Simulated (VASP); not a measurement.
# Li2S (Fm-3m) in VASP: further runs

Runs on Li2S. Level: PBE. Tasks: single point, relaxation of cell and atoms.

Everything below comes from runs of VASP 6.6.1. Logs are shortened: lines on timing, memory, paths and dates and some standing lists are left out, and cuts for length are marked.

### Step 1. Starting point

The structure is cubic, space group Fm-3m (No. 225). The conventional cell has a = 5.706 Å, b = 5.706 Å, c = 5.706 Å, α = 90.00°, β = 90.00°, γ = 90.00°. Li (site symmetry -43m) is surrounded by 4 S at 2.47 Å. S (site symmetry m-3m) is surrounded by 8 Li at 2.47 Å.

The cell was built by a generator and needn't be a form met in nature.

### Step 2. Single point, PBE

File INCAR:

```
SYSTEM = Li2S
ALGO     = Normal         ! electronic algorithm
EDIFF    = 1E-6           ! SCF threshold, eV
ENCUT    = 520            ! plane-wave cutoff, eV
GGA      = PE             ! functional
ISIF     = 2              ! what is computed and relaxed
ISMEAR   = 0              ! smearing method
LASPH    = .True.         ! aspherical terms in the spheres
LCHARG   = .False.        ! write CHGCAR
LREAL    = .False.        ! projectors in reciprocal space
LWAVE    = .False.        ! write WAVECAR
NBANDS   = 13             ! bands
NELM     = 60             ! most SCF steps
PREC     = Accurate       ! precision mode
SIGMA    = 0.02           ! smearing width, eV
```

File KPOINTS:

```
k-points
0
Gamma
  8 8 8
  0 0 0
```

File POSCAR:

```
Li2S
1.0
    0.0000000000      2.8528367780      2.8528367780
    2.8528367780      0.0000000000      2.8528367780
    2.8528367780      2.8528367780      0.0000000000
Li S
2 1
Direct
    0.7500000000      0.7500000000      0.7500000000
    0.2500000000      0.2500000000      0.2500000000
    0.0000000000      0.0000000000      0.0000000000
```

Potentials or basis: VASP PAW PBE potentials, release 64 (Li_sv, S).

Started as:

```bash
$ cat potpaw_PBE.64/Li_sv/POTCAR potpaw_PBE.64/S/POTCAR > POTCAR
$ mpirun -np 1 vasp_std > vasp.out
```

OUTCAR:

```text
SYSTEM = Li2S
   EDIFF = 1E-6
   ENCUT = 520
   GGA = PE
   ISIF = 2
   ISMEAR = 0
   LASPH = .True.
   LREAL = .False.
   NELM = 60
   PREC = Accurate

 ion  position               nearest neighbor table
   1  0.750  0.750  0.750-   3 2.47   3 2.47   3 2.47   3 2.47
   2  0.250  0.250  0.250-   3 2.47   3 2.47   3 2.47   3 2.47
   3  0.000  0.000  0.000-   1 2.47   2 2.47   1 2.47   1 2.47   2 2.47   1 2.47   2 2.47   2 2.47

  LATTYP: Found a face centered cubic cell.
 ALAT       =     5.7056735560

  Lattice vectors:

 A1 = (   0.0000000000,   2.8528367780,   2.8528367780)
 A2 = (   2.8528367780,   0.0000000000,   2.8528367780)
 A3 = (   2.8528367780,   2.8528367780,   0.0000000000)

Analysis of symmetry for initial positions (statically):
=====================================================================
 Subroutine PRICEL returns:
 Original cell was already a primitive cell.

 Routine SETGRP: Setting up the symmetry group for a
 face centered cubic supercell.

 Subroutine GETGRP returns: Found 48 space group operations
 (whereof 48 operations were pure point group operations)
 out of a pool of 48 trial point group operations.

The static configuration has the point symmetry O_h .

Analysis of symmetry for dynamics (positions and initial velocities):
=====================================================================
 Subroutine PRICEL returns:
 Original cell was already a primitive cell.

 Routine SETGRP: Setting up the symmetry group for a
 face centered cubic supercell.

 Subroutine GETGRP returns: Found 48 space group operations
 (whereof 48 operations were pure point group operations)
 out of a pool of 48 trial point group operations.

The dynamic configuration has the point symmetry O_h .

 Subroutine INISYM returns: Found 48 space group operations
 (whereof 48 operations are pure point group operations),
 and found     1 'primitive' translations

----------------------------------------------------------------------------------------

                                     Primitive cell

  volume of cell :      46.4366

  direct lattice vectors                    reciprocal lattice vectors
     0.000000000  2.852836778  2.852836778    -0.175264145  0.175264145  0.175264145
     2.852836778  0.000000000  2.852836778     0.175264145 -0.175264145  0.175264145
     2.852836778  2.852836778  0.000000000     0.175264145  0.175264145 -0.175264145

  length of vectors
     4.034520463  4.034520463  4.034520463     0.303566405  0.303566405  0.303566405

  position of ions in fractional coordinates (direct lattice)
     0.750000000  0.750000000  0.750000000
     0.250000000  0.250000000  0.250000000
     0.000000000  0.000000000  0.000000000

  ion indices of the primitive-cell ions
   primitive index   ion index
                 1           1
                 2           2
                 3           3

----------------------------------------------------------------------------------------

 KPOINTS: k-points

Automatic generation of k-mesh.
 Grid dimensions read from file:
 generate k-points for:    8    8    8

 Generating k-lattice:

  Cartesian coordinates                     Fractional coordinates (reciprocal lattice)
    -0.021908018  0.021908018  0.021908018     0.125000000  0.000000000  0.000000000
     0.021908018 -0.021908018  0.021908018     0.000000000  0.125000000  0.000000000
     0.021908018  0.021908018 -0.021908018     0.000000000  0.000000000  0.125000000

  Length of vectors
     0.037945801  0.037945801  0.037945801

  Shift w.r.t. Gamma in fractional coordinates (k-lattice)
     0.000000000  0.000000000  0.000000000

 Subroutine IBZKPT returns following result:
 ===========================================

 Found     29 irreducible k-points:

 Following reciprocal coordinates:
            Coordinates               Weight
  0.000000  0.000000  0.000000      1.000000
  0.125000  0.000000  0.000000      8.000000
  0.250000  0.000000  0.000000      8.000000
  0.375000  0.000000  0.000000      8.000000
  0.500000  0.000000  0.000000      4.000000
  0.125000  0.125000  0.000000      6.000000
[... 16 lines left out ...]
  0.500000  0.250000  0.125000     48.000000
 -0.375000  0.250000  0.125000     24.000000
 [... further k-points ...]
   k-points           NKPTS =     29   k-points in BZ     NKDIM =     29   number of bands    NBANDS=     13
   number of dos      NEDOS =    301   number of ions     NIONS =      3
   total plane-waves  NPLWV =  27000
   dimension x,y,z NGX =    30 NGY =   30 NGZ =   30
   dimension x,y,z NGXF=    60 NGYF=   60 NGZF=   60
   ions per type =               2   1
   NGX,Y,Z   is equivalent  to a cutoff of  12.36, 12.36, 12.36 a.u.
   NGXF,Y,Z  is equivalent  to a cutoff of  24.72, 24.72, 24.72 a.u.
 SYSTEM =  Li2S
   PREC   = accura    normal or accurate (medium, high low for compatibility)
   ISTART =      0    job   : 0-new  1-cont  2-samecut
   ICHARG =      2    charge: 1-file 2-atom 10-const
   ISPIN  =      1    spin polarized calculation?
   LNONCOLLINEAR =      F non collinear calculations
   LSORBIT =      F    spin-orbit coupling
   LASPH  =      T    aspherical Exc in radial PAW
   ENCUT  =  520.0 eV  38.22 Ry    6.18 a.u.   7.50  7.50  7.50*2*pi/ulx,y,z
   NELM   =     60;   NELMIN=  2; NELMDL= -5     # of ELM steps
   EDIFF  = 0.1E-05   stopping-criterion for ELM
   LREAL  =      F    real-space projection
   EDIFFG = 0.1E-04   stopping-criterion for IOM
   NSW    =      0    number of steps for IOM
   IBRION =     -1    ionic relax: 0-MD 1-quasi-New 2-CG
   NFREE  =      0    steps in history (QN), initial steepest desc. (CG)
   ISIF   =      2    stress and relaxation
   ISYM   =      2    0-nonsym 1-usesym 2-fastsym
   POTIM  = 0.5000    time-step for ionic-motion
   TEBEG  =    0.0;   TEEND  =   0.0 temperature during run
   PSTRESS=    0.0 pullay stress
   NELECT =      12.0000    total number of electrons
   NUPDOWN=      -1.0000    fix difference up-down
   EMIN   =  10.00;   EMAX   =-10.00  energy-range for DOS
   EFERMI =   0.00;   METHOD = LEGACY
   ISMEAR =     0;   SIGMA  =   0.02  broadening in eV -4-tet -1-fermi 0-gaus
   EFERMI_NEDOS =   21; number of points for ismear=-14 and -15
   IALGO  =     38    algorithm
   IMIX   =      4    mixing-type and parameters
     AMIX     =   0.40;   BMIX     =  1.00
     AMIX_MAG =   1.60;   BMIX_MAG =  1.00
  volume/ion in A,a.u.               =      15.48       104.46
  Fermi-wavevector in a.u.,A,eV,Ry     =   1.042754  1.970518 14.794089  1.087335
  Thomas-Fermi vector in A             =   2.177433
   LORBIT       =      0    0 simple, 1 ext, 2 COOP (PROOUT), +10 PAW based schemes
   GGA     = PE    functional components
   LHFCALC =     F    Hartree Fock is set to
   AEXX    =    0.0000 exact exchange contribution
   IVDW    =     0    specifies the selected vdW correction
   LEPSILON=     F    determine dielectric tensor
   LRPA    =     F    only Hartree local field effects (RPA)
 non-spin polarized calculation
 Gauss-broadening in eV      SIGMA  =   0.02
  energy-cutoff  :      520.00
  volume of cell :       46.44
 maximum number of plane-waves:      1283
 NGX is ok and might be reduce to    30
   NGX = 15   NGY = 15   NGZ = 15

 number of electron      11.9999985 magnetization

 Free energy of the ion-electron system (eV)
  ---------------------------------------------------
  ext. energy  EPLUGINS =         0.00000000
  ---------------------------------------------------
  free energy    TOTEN  =       -11.99599812 eV

  energy without entropy =      -11.99599812  energy(sigma->0) =      -11.99599812

 E-fermi :   1.5918     XC(G=0):  -8.4920

 val. band max:        1.4400362723   @ k =   0.0000   0.0000   0.0000
 cond. band min:       4.8310885745   @ k =   0.5000   0.5000   0.0000
 fundamental gap:      3.3910523022
 Fermi energy:         1.5917534841

 k-point     1 :       0.0000    0.0000    0.0000
  band No.  band energies     occupation
      1     -42.7484      2.00000
      2     -42.7064      2.00000
      3      -9.5721      2.00000
      4       1.4400      2.00000
      5       1.4400      2.00000
      6       1.4400      2.00000
      7       5.6955      0.00000
      8       7.6675      0.00000
      9       7.6675      0.00000
     10       7.6675      0.00000
     11      12.6087      0.00000
     12      12.6087      0.00000
     13      13.8458      0.00000

 k-point     2 :       0.1250    0.0000    0.0000
  band No.  band energies     occupation
      1     -42.7467      2.00000
      2     -42.7080      2.00000
      3      -9.5159      2.00000
      4       0.8477      2.00000
      5       1.3528      2.00000
      6       1.3528      2.00000
      7       6.1264      0.00000
      8       7.9019      0.00000
      9       7.9019      0.00000
     10       8.0145      0.00000
     11      11.6468      0.00000
     12      11.6468      0.00000
     13      13.9898      0.00000

 k-point     3 :       0.2500    0.0000    0.0000
  band No.  band energies     occupation
      1     -42.7419      2.00000
      2     -42.7122      2.00000
      3      -9.3719      2.00000
      4      -0.2363      2.00000
      5       1.1638      2.00000
      6       1.1638      2.00000
      7       6.7978      0.00000
      8       8.2262      0.00000
      9       8.2263      0.00000
     10       8.8479      0.00000
     11      11.2781      0.00000
     12      11.2781      0.00000
     13      14.4218      0.00000
[... 305 lines left out ...]
 k-point    23 :       0.5000    0.2500    0.1250
  band No.  band energies     occupation
      1     -42.7330      2.00000
      2     -42.7201      2.00000
      3      -9.1337      2.00000
      4      -0.8909      2.00000
      5       0.2251      2.00000
      6       0.6878      2.00000
      7       7.1647      0.00000
      8       8.2056      0.00000
      9       9.4364      0.00000
     10       9.8509      0.00000
     11      11.4204      0.00000
     12      13.7919      0.00000
     13      15.2109      0.00000

 k-point    24 :      -0.3750    0.2500    0.1250
  band No.  band energies     occupation
      1     -42.7265      2.00000
      2     -42.7265      2.00000
      3      -9.0768      2.00000
      4      -1.1213      2.00000
      5       0.2045      2.00000
      6       0.5422      2.00000
      7       7.2983      0.00000
      8       8.0750      0.00000
      9       9.7824      0.00000
     10      10.4208      0.00000
     11      11.7661      0.00000
     12      13.0788      0.00000
     13      14.8053      0.00000

 [... further k-points ...]

------------------------ aborting loop because EDIFF is reached ----------------------------------------

  FORCE on cell =-STRESS in cart. coord.  units (eV):
  Direction    XX          YY          ZZ          XY          YZ          ZX
  --------------------------------------------------------------------------------------
  -------------------------------------------------------------------------------------
  Total       -0.0268606     -0.0268606     -0.0268606     -0.0000000      0.0000000      0.0000000
  in kB       -0.9267548     -0.9267548     -0.9267548     -0.0000000      0.0000000      0.0000000
  external PRESSURE =      -0.9267548 kB  Pullay stress =       0.0000000 kB

 VOLUME and BASIS-vectors are now :
 -----------------------------------------------------------------------------
  energy-cutoff  :      520.00
  volume of cell :       46.44
      direct lattice vectors                 reciprocal lattice vectors
     0.000000000  2.852836778  2.852836778    -0.175264145  0.175264145  0.175264145
     2.852836778  0.000000000  2.852836778     0.175264145 -0.175264145  0.175264145
     2.852836778  2.852836778  0.000000000     0.175264145  0.175264145 -0.175264145

 POSITION                                       TOTAL-FORCE (eV/Angst)
 -----------------------------------------------------------------------------------
      4.27926      4.27926      4.27926        -0.000000     -0.000000     -0.000000
      1.42642      1.42642      1.42642         0.000000      0.000000      0.000000
      0.00000      0.00000      0.00000        -0.000000     -0.000000     -0.000000
 -----------------------------------------------------------------------------------
    total drift:                                0.000000     -0.000000      0.000000

  FREE ENERGIE OF THE ION-ELECTRON SYSTEM (eV)
  ---------------------------------------------------
  free  energy   TOTEN  =       -11.9959981238 eV

  energy  without entropy=      -11.9959981238  energy(sigma->0) =      -11.99599812
```

It took 13 s on 1 thread of Intel Xeon Platinum 8488C (Sapphire Rapids), shared host; peak memory 0.16 GiB.

What came out:

```
Free energy            : -11.9960 eV
Band gap on the k mesh : 3.39 eV, indirect (least direct gap 4.26 eV)
```

Levels at points of the mesh, in eV from the valence-band top:
| k point | band 2 | band 3 | band 4 | band 5 | band 6 | band 7 | band 8 | band 9 | band 10 | band 11 |
| --- | --- | --- | --- | --- | --- | --- | --- | --- | --- | --- |
| (0.00, 0.00, 0.00) | -44.15 | -11.01 | 0.00 | 0.00 | 0.00 | 4.26 | 6.23 | 6.23 | 6.23 | 11.17 |
| (0.50, 0.00, 0.00) | -44.17 | -10.58 | -2.86 | -0.50 | -0.50 | 6.09 | 6.57 | 6.57 | 8.39 | 12.77 |
| (0.50, 0.50, 0.00) | -44.16 | -10.46 | -2.15 | -1.41 | -1.41 | 3.39 | 7.09 | 11.06 | 11.06 | 12.06 |

Caveat: the cutoff is under 1.25 times the usual one of these potentials, so pressure, stress and relaxed cells hold a basis-set (Pulay) error.

### Step 3. Relaxation of cell and atoms, PBE

This run uses another cell than the first one, of 15.40 Å³/atom, 0.995 times its volume.

File INCAR:

```
SYSTEM = Li2S
PREC     = Accurate       ! precision mode
ENCUT    = 600            ! plane-wave cutoff, eV
EDIFF    = 1E-7           ! SCF threshold, eV
ISMEAR   = 0              ! smearing method
SIGMA    = 0.02           ! smearing width, eV
LREAL    = .False.        ! projectors in reciprocal space
LASPH    = .True.         ! aspherical terms in the spheres
NELM     = 80             ! most SCF steps
ALGO     = Normal         ! electronic algorithm
ISIF     = 3              ! what is computed and relaxed
LWAVE    = .False.        ! write WAVECAR
LCHARG   = .False.        ! write CHGCAR
GGA      = PE             ! functional
IBRION   = 2              ! ionic algorithm
NSW      = 100            ! ionic steps
EDIFFG   = -0.01          ! ionic threshold
```

File KPOINTS:

```
regular mesh
0
Gamma
  8 8 8
  0 0 0
```

File POSCAR:

```
Li2S
1.0
    0.0000000000      2.8477589608      2.8477589608
    2.8477589608      0.0000000000      2.8477589608
    2.8477589608      2.8477589608      0.0000000000
Li S
2 1
Direct
    0.7500000000      0.7500000000      0.7500000000
    0.2500000000      0.2500000000      0.2500000000
    0.0000000000      0.0000000000      0.0000000000
```

Potentials or basis: VASP PAW PBE potentials, release 64 (Li_sv, S).

Started as:

```bash
$ cat potpaw_PBE.64/Li_sv/POTCAR potpaw_PBE.64/S/POTCAR > POTCAR
$ mpirun -np 1 vasp_std > vasp.out
```

Run time: 13 s. Hardware: 1 thread of Intel Xeon Platinum 8488C (Sapphire Rapids), shared host; peak memory 0.16 GiB.

Results (log left out):

| Property | Result |
| --- | --- |
| Free energy | -11.9958 eV |
| Pressure after relaxing | 0.1 GPa |
| Band gap on the k mesh | 3.39 eV, indirect (least direct gap 4.28 eV) |

Final structure:
```cif
data_structure
_symmetry_space_group_name_H-M 'P 1'
_symmetry_Int_Tables_number 1
_cell_length_a 4.0273
_cell_length_b 4.0273
_cell_length_c 4.0273
_cell_angle_alpha 60.000
_cell_angle_beta 60.000
_cell_angle_gamma 60.000
_cell_volume 46.19
loop_
_atom_site_label
_atom_site_type_symbol
_atom_site_fract_x
_atom_site_fract_y
_atom_site_fract_z
_atom_site_occupancy
Li1 Li 0.75000 0.75000 0.75000 1
Li2 Li 0.25000 0.25000 0.25000 1
S1 S 0.00000 0.00000 0.00000 1
```

Levels at points of the mesh, in eV from the valence-band top:
| k point | band 4 | band 5 | band 6 | band 7 | band 8 | band 9 |
| --- | --- | --- | --- | --- | --- | --- |
| (0.00, 0.00, 0.00) | 0.00 | 0.00 | 0.00 | 4.28 | 6.23 | 6.23 |
| (0.50, 0.00, 0.00) | -2.88 | -0.51 | -0.51 | 6.12 | 6.58 | 6.58 |
| (0.50, 0.50, 0.00) | -2.16 | -1.42 | -1.42 | 3.39 | 7.10 | 11.10 |

Caveat: the cutoff is under 1.25 times the usual one of these potentials, so pressure, stress and relaxed cells hold a basis-set (Pulay) error; the relaxation stopped at its first step, so nothing moved. A k mesh can miss the band edges.

### Step 4. Single point, PBE

File INCAR:

```
SYSTEM = Li2S
PREC = Accurate
ENCUT = 520
EDIFF = 1E-7
ISMEAR = 0
SIGMA = 0.02
LREAL = .False.
LASPH = .True.
NELM = 100
ALGO = Normal
ISIF = 2
LWAVE = .False.
LCHARG = .True.
GGA = PE
LELF = .True.
LVHAR = .True.
NBANDS = 13
```

File KPOINTS:

```
Automatic mesh
0
Gamma
  8 8 8
  0 0 0
```

File POSCAR:

```
Li2S
1.0
    0.0000000000      2.8528367780      2.8528367780
    2.8528367780      0.0000000000      2.8528367780
    2.8528367780      2.8528367780      0.0000000000
Li S
2 1
Direct
    0.7500000000      0.7500000000      0.7500000000
    0.2500000000      0.2500000000      0.2500000000
    0.0000000000      0.0000000000      0.0000000000
```

Started as:

```bash
$ cat potpaw_PBE.64/Li_sv/POTCAR potpaw_PBE.64/S/POTCAR > POTCAR
$ mpirun -np 1 vasp_std > vasp.out
```

Wall time 18 s (1 thread of Intel Xeon Platinum 8488C (Sapphire Rapids), shared host); peak memory 0.16 GiB.

The run converged. Its results:

```yaml
Free_energy: -11.9960 eV
Band_gap_on_the_k_mesh: 3.39 eV, indirect (least direct gap 4.26 eV)
```

Levels at points of the mesh, in eV from the valence-band top:
```
           k point  band 3  band 4  band 5  band 6  band 7  band 8  band 9  band 10
(0.00, 0.00, 0.00)  -11.01    0.00    0.00    0.00    4.26    6.23    6.23     6.23
(0.50, 0.00, 0.00)  -10.58   -2.86   -0.50   -0.50    6.09    6.57    6.57     8.39
(0.50, 0.50, 0.00)  -10.46   -2.15   -1.41   -1.41    3.39    7.09   11.06    11.06
```

Caveat: the cutoff is under 1.25 times the usual one of these potentials, so pressure, stress and relaxed cells hold a basis-set (Pulay) error. A k mesh can miss the band edges.
